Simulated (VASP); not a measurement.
# SnSe (Pm-3m) in VASP: further runs, part 2 of 2

VASP 6.6.1. The steps go on from the part before.

### Step 4. Relaxation of the atoms, PBEsol

INCAR reads:

```
SYSTEM = SnSe
ALGO = Fast ; EDIFF = 1E-7
EDIFFG = -0.01 ; ENCUT = 600
GGA = PS ; IBRION = 2
ISIF = 2 ; ISMEAR = 0
LASPH = .True. ; LCHARG = .False.
LREAL = .False. ; LWAVE = .False.
NELM = 80 ; NSW = 40
PREC = Accurate ; SIGMA = 0.03
```

KPOINTS reads:

```
k-points
0
Gamma
  8 8 8
  0 0 0
```

POSCAR reads:

```
SnSe                                    
1.0
    3.6068403602      0.0000000000      0.0000000000
    0.0000000000      3.6068403602      0.0000000000
    0.0000000000      0.0000000000      3.6068403602
  Sn              Se            
     1     1
Direct
     0.5000000000000000    0.5000000000000000    0.5000000000000000
     0.0000000000000000    0.0000000000000000    0.0000000000000000
```

Potentials or basis: VASP PAW PBE potentials, release 64 (Sn_d, Se).

Command:

```bash
cat potpaw_PBE.64/Sn_d/POTCAR potpaw_PBE.64/Se/POTCAR > POTCAR
mpirun -np 1 vasp_std > vasp.out
```

OUTCAR:

```text
SYSTEM = SnSe
   EDIFF = 1E-7
   EDIFFG = -0.01
   ENCUT = 600
   GGA = PS
   IBRION = 2
   ISIF = 2
   ISMEAR = 0
   LASPH = .True.
   LREAL = .False.
   NELM = 80
   NSW = 40
   PREC = Accurate

 ion  position               nearest neighbor table
   1  0.500  0.500  0.500-   2 3.12   2 3.12   2 3.12   2 3.12   2 3.12   2 3.12   2 3.12   2 3.12

   2  0.000  0.000  0.000-   1 3.12   1 3.12   1 3.12   1 3.12   1 3.12   1 3.12   1 3.12   1 3.12

  LATTYP: Found a simple cubic cell.
[... 604 lines left out ...]

  FORCE on cell =-STRESS in cart. coord.  units (eV):
  Direction    XX          YY          ZZ          XY          YZ          ZX
  --------------------------------------------------------------------------------------
  -------------------------------------------------------------------------------------
  Total        0.0010277      0.0010277      0.0010277      0.0000000     -0.0000000      0.0000000
  in kB        0.0350903      0.0350903      0.0350903      0.0000000     -0.0000000      0.0000000
  external PRESSURE =       0.0350903 kB  Pullay stress =       0.0000000 kB

 VOLUME and BASIS-vectors are now :
 -----------------------------------------------------------------------------
  energy-cutoff  :      600.00
  volume of cell :       46.92
      direct lattice vectors                 reciprocal lattice vectors
     3.606840360  0.000000000  0.000000000     0.277250973  0.000000000  0.000000000
     0.000000000  3.606840360  0.000000000     0.000000000  0.277250973  0.000000000
     0.000000000  0.000000000  3.606840360     0.000000000  0.000000000  0.277250973

 POSITION                                       TOTAL-FORCE (eV/Angst)
 -----------------------------------------------------------------------------------
      1.80342      1.80342      1.80342         0.000000      0.000000      0.000000
      0.00000      0.00000      0.00000         0.000000      0.000000      0.000000
 -----------------------------------------------------------------------------------
    total drift:                                0.000000      0.000000      0.000000

  FREE ENERGIE OF THE ION-ELECTRON SYSTEM (eV)
  ---------------------------------------------------
  free  energy   TOTEN  =        -8.5473498404 eV

  energy  without entropy=       -8.5468348187  energy(sigma->0) =       -8.54709233

 reached required accuracy - stopping structural energy minimisation
```

OSZICAR:

```text
N       E                     dE             d eps       ncg     rms          rms(c)
DAV:   1     0.127451044981E+03    0.12745E+03   -0.11423E+04   986   0.206E+03
DAV:   2     0.193807653551E+01   -0.12551E+03   -0.12313E+03  1052   0.412E+02
DAV:   3    -0.853180268130E+01   -0.10470E+02   -0.10118E+02  1274   0.971E+01
DAV:   4    -0.875741796547E+01   -0.22562E+00   -0.22553E+00  1106   0.161E+01
DAV:   5    -0.876279105644E+01   -0.53731E-02   -0.53729E-02  1292   0.257E+00    0.305E+00
RMM:   6    -0.855611254686E+01    0.20668E+00   -0.25632E-01  1054   0.394E+00    0.186E+00
RMM:   7    -0.854986190819E+01    0.62506E-02   -0.51717E-02  1012   0.131E+00    0.922E-01
RMM:   8    -0.854781163012E+01    0.20503E-02   -0.84520E-03  1055   0.110E+00    0.101E-01
RMM:   9    -0.854732882994E+01    0.48280E-03   -0.23852E-03  1035   0.436E-01    0.535E-02
RMM:  10    -0.854733578068E+01   -0.69507E-05   -0.45394E-04  1166   0.308E-01    0.197E-02
RMM:  11    -0.854734782367E+01   -0.12043E-04   -0.14645E-04  1271   0.129E-01    0.748E-03
RMM:  12    -0.854735057821E+01   -0.27545E-05   -0.23374E-05  1330   0.550E-02    0.105E-02
RMM:  13    -0.854735043531E+01    0.14290E-06   -0.42723E-06  1218   0.217E-02    0.429E-03
RMM:  14    -0.854734976008E+01    0.67523E-06   -0.19897E-06  1067   0.170E-02    0.675E-04
RMM:  15    -0.854734984036E+01   -0.80273E-07   -0.53065E-07   837   0.806E-03
   1 F= -.85473498E+01 E0= -.85470923E+01  d E =-.854735E+01
```

Run time: 21 s. Hardware: 1 thread of Intel Xeon Platinum 8488C (Sapphire Rapids), shared host; peak memory 0.18 GiB.

Results:

- Free energy: -8.5473 eV
- Pressure after relaxing: 0.0 GPa
- Band gap on the k mesh: none (metal or under the smearing width)

Final structure:
```cif
data_structure
_symmetry_space_group_name_H-M 'P 1'
_symmetry_Int_Tables_number 1
_cell_length_a 3.6068
_cell_length_b 3.6068
_cell_length_c 3.6068
_cell_angle_alpha 90.000
_cell_angle_beta 90.000
_cell_angle_gamma 90.000
_cell_volume 46.92
loop_
_atom_site_label
_atom_site_type_symbol
_atom_site_fract_x
_atom_site_fract_y
_atom_site_fract_z
_atom_site_occupancy
Sn1 Sn 0.50000 0.50000 0.50000 1
Se1 Se 0.00000 0.00000 0.00000 1
```

Caveat: the relaxation stopped at its first step, so nothing moved; the PAW data sets were made with another functional, which shifts forces and pressure a little.

### Step 5. Relaxation of the atoms, PBEsol (a relaxed cell with its volume scaled by 1.02)

INCAR is that of step 4.

KPOINTS is that of step 4.

POSCAR reads:

```
SnSe                                    
1.0
    3.6307274163      0.0000000000      0.0000000000
    0.0000000000      3.6307274163      0.0000000000
    0.0000000000      0.0000000000      3.6307274163
  Sn              Se            
     1     1
Direct
     0.5000000000000000    0.5000000000000000    0.5000000000000000
     0.0000000000000000    0.0000000000000000    0.0000000000000000
```

Potentials or basis: VASP PAW PBE potentials, release 64 (Sn_d, Se).

Command:

```bash
cat potpaw_PBE.64/Sn_d/POTCAR potpaw_PBE.64/Se/POTCAR > POTCAR
mpirun -np 1 vasp_std > vasp.out
```

OUTCAR:

```text
SYSTEM = SnSe
   EDIFF = 1E-7
   EDIFFG = -0.01
   ENCUT = 600
   GGA = PS
   IBRION = 2
   ISIF = 2
   ISMEAR = 0
   LASPH = .True.
   LREAL = .False.
   NELM = 80
   NSW = 40
   PREC = Accurate

 ion  position               nearest neighbor table
   1  0.500  0.500  0.500-   2 3.14   2 3.14   2 3.14   2 3.14   2 3.14   2 3.14   2 3.14   2 3.14

   2  0.000  0.000  0.000-   1 3.14   1 3.14   1 3.14   1 3.14   1 3.14   1 3.14   1 3.14   1 3.14

  LATTYP: Found a simple cubic cell.
 ALAT       =     3.6307274163

  Lattice vectors:

 A1 = (   3.6307274163,   0.0000000000,   0.0000000000)
 A2 = (   0.0000000000,   3.6307274163,   0.0000000000)
 A3 = (   0.0000000000,   0.0000000000,   3.6307274163)

Analysis of symmetry for initial positions (statically):
=====================================================================
 Subroutine PRICEL returns:
 Original cell was already a primitive cell.

 Routine SETGRP: Setting up the symmetry group for a
 simple cubic supercell.

 Subroutine GETGRP returns: Found 48 space group operations
 (whereof 48 operations were pure point group operations)
 out of a pool of 48 trial point group operations.

The static configuration has the point symmetry O_h .

Analysis of symmetry for dynamics (positions and initial velocities):
=====================================================================
 Subroutine PRICEL returns:
 Original cell was already a primitive cell.

 Routine SETGRP: Setting up the symmetry group for a
 simple cubic supercell.

 Subroutine GETGRP returns: Found 48 space group operations
 (whereof 48 operations were pure point group operations)
 out of a pool of 48 trial point group operations.

The dynamic configuration has the point symmetry O_h .

 Subroutine INISYM returns: Found 48 space group operations
 (whereof 48 operations are pure point group operations),
 and found     1 'primitive' translations

----------------------------------------------------------------------------------------

                                     Primitive cell

  volume of cell :      47.8609

  direct lattice vectors                    reciprocal lattice vectors
     3.630727416  0.000000000  0.000000000     0.275426901  0.000000000  0.000000000
     0.000000000  3.630727416  0.000000000     0.000000000  0.275426901  0.000000000
     0.000000000  0.000000000  3.630727416     0.000000000  0.000000000  0.275426901

  length of vectors
     3.630727416  3.630727416  3.630727416     0.275426901  0.275426901  0.275426901

  position of ions in fractional coordinates (direct lattice)
     0.500000000  0.500000000  0.500000000
     0.000000000  0.000000000  0.000000000

  ion indices of the primitive-cell ions
   primitive index   ion index
                 1           1
                 2           2

----------------------------------------------------------------------------------------

 KPOINTS: k-points

Automatic generation of k-mesh.
 Grid dimensions read from file:
 generate k-points for:    8    8    8

 Generating k-lattice:
[... 45 lines left out ...]
   number of dos      NEDOS =    301   number of ions     NIONS =      2
   total plane-waves  NPLWV =  27000
   dimension x,y,z NGX =    30 NGY =   30 NGZ =   30
   dimension x,y,z NGXF=    60 NGYF=   60 NGZF=   60
   ions per type =               1   1
   NGX,Y,Z   is equivalent  to a cutoff of  13.74, 13.74, 13.74 a.u.
   NGXF,Y,Z  is equivalent  to a cutoff of  27.47, 27.47, 27.47 a.u.
 SYSTEM =  SnSe
   PREC   = accura    normal or accurate (medium, high low for compatibility)
   ISTART =      0    job   : 0-new  1-cont  2-samecut
   ICHARG =      2    charge: 1-file 2-atom 10-const
   ISPIN  =      1    spin polarized calculation?
   LNONCOLLINEAR =      F non collinear calculations
   LSORBIT =      F    spin-orbit coupling
   LASPH  =      T    aspherical Exc in radial PAW
   ENCUT  =  600.0 eV  44.10 Ry    6.64 a.u.   7.25  7.25  7.25*2*pi/ulx,y,z
   NELM   =     80;   NELMIN=  2; NELMDL= -5     # of ELM steps
   EDIFF  = 0.1E-06   stopping-criterion for ELM
   LREAL  =      F    real-space projection
   EDIFFG = -.1E-01   stopping-criterion for IOM
   NSW    =     40    number of steps for IOM
   IBRION =      2    ionic relax: 0-MD 1-quasi-New 2-CG
   NFREE  =      1    steps in history (QN), initial steepest desc. (CG)
   ISIF   =      2    stress and relaxation
   ISYM   =      2    0-nonsym 1-usesym 2-fastsym
   POTIM  = 0.5000    time-step for ionic-motion
   TEBEG  =    0.0;   TEEND  =   0.0 temperature during run
   PSTRESS=    0.0 pullay stress
   NELECT =      20.0000    total number of electrons
   NUPDOWN=      -1.0000    fix difference up-down
   EMIN   =  10.00;   EMAX   =-10.00  energy-range for DOS
   EFERMI =   0.00;   METHOD = LEGACY
   ISMEAR =     0;   SIGMA  =   0.03  broadening in eV -4-tet -1-fermi 0-gaus
   EFERMI_NEDOS =   21; number of points for ismear=-14 and -15
   IALGO  =     68    algorithm
   IMIX   =      4    mixing-type and parameters
     AMIX     =   0.40;   BMIX     =  1.00
     AMIX_MAG =   1.60;   BMIX_MAG =  1.00
  volume/ion in A,a.u.               =      23.93       161.49
  Fermi-wavevector in a.u.,A,eV,Ry     =   1.223934  2.312899 20.381710  1.498013
  Thomas-Fermi vector in A             =   2.359027
   LORBIT       =      0    0 simple, 1 ext, 2 COOP (PROOUT), +10 PAW based schemes
   GGA     = PS    functional components
   LHFCALC =     F    Hartree Fock is set to
   AEXX    =    0.0000 exact exchange contribution
   IVDW    =     0    specifies the selected vdW correction
   LEPSILON=     F    determine dielectric tensor
   LRPA    =     F    only Hartree local field effects (RPA)
 conjugate gradient relaxation of ions
 non-spin polarized calculation
 RMM-DIIS sequential band-by-band and
 Gauss-broadening in eV      SIGMA  =   0.03
  energy-cutoff  :      600.00
  volume of cell :       47.86
 maximum number of plane-waves:      1628
 NGX is ok and might be reduce to    30
   NGX = 15   NGY = 15   NGZ = 15

 number of electron      20.0000004 magnetization

 Free energy of the ion-electron system (eV)
  ---------------------------------------------------
  ext. energy  EPLUGINS =         0.00000000
  ---------------------------------------------------
  free energy    TOTEN  =        -8.54492906 eV

  energy without entropy =       -8.54369040  energy(sigma->0) =       -8.54430973

 E-fermi :   6.5234     XC(G=0): -10.5124

 val. band max:        6.4194625899   @ k =   0.5000   0.0000   0.0000
 cond. band min:       6.5272805660   @ k =   0.3750   0.1250   0.0000
 fundamental gap:      0.1078179760
 Fermi energy:         6.5233990106

 k-point     1 :       0.0000    0.0000    0.0000
  band No.  band energies     occupation
      1     -14.9389      2.00000
      2     -14.9389      2.00000
      3     -14.8538      2.00000
      4     -14.8538      2.00000
      5     -14.8538      2.00000
      6      -7.4209      2.00000
      7       0.8506      2.00000
      8       4.5687      2.00000
      9       4.5687      2.00000
     10       4.5687      2.00000
     11      10.7878      0.00000
     12      10.7878      0.00000
     13      12.8298      0.00000
     14      12.8298      0.00000
[... 377 lines left out ...]
      1     -14.9080      2.00000
      2     -14.8936      2.00000
      3     -14.8781      2.00000
      4     -14.8741      2.00000
      5     -14.8374      2.00000
      6      -5.6347      2.00000
      7      -0.3149      2.00000
      8       1.8631      2.00000
      9       2.6282      2.00000
     10       5.6004      2.00000
     11       8.8502      0.00000
     12       9.6882      0.00000
     13      10.9374      0.00000
     14      14.1006      0.00000

 [... further k-points ...]

------------------------ aborting loop because EDIFF is reached ----------------------------------------

  FORCE on cell =-STRESS in cart. coord.  units (eV):
  Direction    XX          YY          ZZ          XY          YZ          ZX
  --------------------------------------------------------------------------------------
  -------------------------------------------------------------------------------------
  Total       -0.2321584     -0.2321584     -0.2321584      0.0000000      0.0000000      0.0000000
  in kB       -7.7716650     -7.7716650     -7.7716650      0.0000000      0.0000000      0.0000000
  external PRESSURE =      -7.7716650 kB  Pullay stress =       0.0000000 kB

 VOLUME and BASIS-vectors are now :
 -----------------------------------------------------------------------------
  energy-cutoff  :      600.00
  volume of cell :       47.86
      direct lattice vectors                 reciprocal lattice vectors
     3.630727416  0.000000000  0.000000000     0.275426901  0.000000000  0.000000000
     0.000000000  3.630727416  0.000000000     0.000000000  0.275426901  0.000000000
     0.000000000  0.000000000  3.630727416     0.000000000  0.000000000  0.275426901

 POSITION                                       TOTAL-FORCE (eV/Angst)
 -----------------------------------------------------------------------------------
      1.81536      1.81536      1.81536         0.000000      0.000000      0.000000
      0.00000      0.00000      0.00000         0.000000      0.000000      0.000000
 -----------------------------------------------------------------------------------
    total drift:                                0.000000      0.000000      0.000000

  FREE ENERGIE OF THE ION-ELECTRON SYSTEM (eV)
  ---------------------------------------------------
  free  energy   TOTEN  =        -8.5449290619 eV

  energy  without entropy=       -8.5436903968  energy(sigma->0) =       -8.54430973

 reached required accuracy - stopping structural energy minimisation
```

CONTCAR:

```text
SnSe
   1.00000000000000
     3.6307274163000001    0.0000000000000000    0.0000000000000000
     0.0000000000000000    3.6307274163000001    0.0000000000000000
     0.0000000000000000    0.0000000000000000    3.6307274163000001
  Sn              Se
     1     1
Direct
     0.5000000000000000    0.5000000000000000    0.5000000000000000
     0.0000000000000000    0.0000000000000000    0.0000000000000000

  0.00000000E+00  0.00000000E+00  0.00000000E+00
  0.00000000E+00  0.00000000E+00  0.00000000E+00
```

Run time: 21 s. Hardware: 1 thread of Intel Xeon Platinum 8488C (Sapphire Rapids), shared host; peak memory 0.18 GiB.

What came out:

* Free energy: -8.5449 eV
* Pressure after relaxing: -0.8 GPa
* Band gap on the k mesh: none (metal or under the smearing width)

Final structure:
```yaml
crystal:
  lattice:
    - [3.63073, 0.00000, 0.00000]
    - [0.00000, 3.63073, 0.00000]
    - [0.00000, 0.00000, 3.63073]
  atoms:
    - { symbol: Sn, position: [0.50000, 0.50000, 0.50000] }
    - { symbol: Se, position: [0.00000, 0.00000, 0.00000] }
```

Levels at points of the mesh, in eV from the Fermi level:
| k point | band 8 | band 9 | band 10 | band 11 | band 12 | band 13 |
| --- | --- | --- | --- | --- | --- | --- |
| (0.00, 0.00, 0.00) | -1.95 | -1.95 | -1.95 | 4.26 | 4.26 | 6.31 |
| (0.50, 0.00, 0.00) | -0.60 | -0.60 | -0.10 | 0.55 | 3.13 | 3.13 |
| (0.50, 0.50, 0.00) | -5.24 | -5.24 | -0.16 | 4.22 | 4.22 | 4.89 |
| (0.50, 0.50, 0.50) | -3.14 | -3.14 | -3.14 | -1.23 | -1.23 | -1.23 |

Caveat: the relaxation stopped at its first step, so nothing moved; the PAW data sets were made with another functional, which shifts forces and pressure a little.

### Step 6. Summary

| cell | gap on the mesh (eV) | pressure (GPa) |
| --- | --- | --- |
| atoms relaxed from: a relaxed cell with its volume scaled by 0.96 | none | 2.8 |
| atoms relaxed from: a relaxed cell with its volume scaled by 0.98 | none | 1.3 |
| atoms relaxed | none | 0.0 |
| atoms relaxed from: a relaxed cell with its volume scaled by 1.02 | none | -0.8 |

Alike in all rows: task relaxation of the atoms; level PBEsol; potentials or basis VASP PAW PBE potentials, release 64 (Sn_d, Se); no spin polarisation; k mesh 8 × 8 × 8; cutoff (eV) 600; smearing gaussian 0.03 eV.

Caveats: the relaxation stopped at its first step, so nothing moved; the PAW data sets were made with another functional, which shifts forces and pressure a little.

Total energies depend on the potentials used, so only differences within one code and one set of settings carry meaning.
